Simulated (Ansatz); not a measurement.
Au under changes of volume

One of the cells (16.855 Å³/atom); the others are scaled copies at fixed shape and fractional positions:

```
Au
1.0
     0.00000    2.03500    2.03500
     2.03500    0.00000    2.03500
     2.03500    2.03500    0.00000
Au
1
Direct
  0.00000 0.00000 0.00000
```

* Program: Ansatz 0.2.0
* Functional: r2SCAN
* Potentials or basis: Ansatz PAW
* Cutoff: 500 eV (not typed: the program's choice for these potentials)
* k mesh: 11 × 11 × 11
* Occupations: fermi-dirac, width 0.05 eV
* Spin: no spin polarisation

| volume (Å³/atom) | energy over the lowest point (meV/atom) | pressure (GPa) |
| --- | --- | --- |
| 15.843 | 99.28 | 21.1 |
| 16.181 | 60.57 | 15.7 |
| 16.518 | 32.49 | 11.0 |
| 16.855 | 13.77 | 6.8 |
| 17.192 | ? | ? |
| 17.529 | 0.00 | 0.0 |
| 17.866 | 3.07 | -2.8 |

Problem. What does the run at 17.192 Å³/atom give?

Solution. Energy over the lowest point 3.28 meV/atom; pressure 3.2 GPa.

Worked out: A Birch-Murnaghan fit of order 3 (a polynomial in V^(-2/3)) to the other rows has its minimum at 17.53 Å³/atom with B0 = V·E''(V) = 158 GPa and B' = 5.6. It gives 3.26 meV/atom at 17.192 Å³/atom, against the run's 3.28, and -dE/dV = 3.2 GPa, against 3.2.

Energies are extrapolated to zero smearing.

Caveats: the PAW data sets come from PBE, with cores solved anew for the run's functional, which leaves a small shift of forces and pressure.
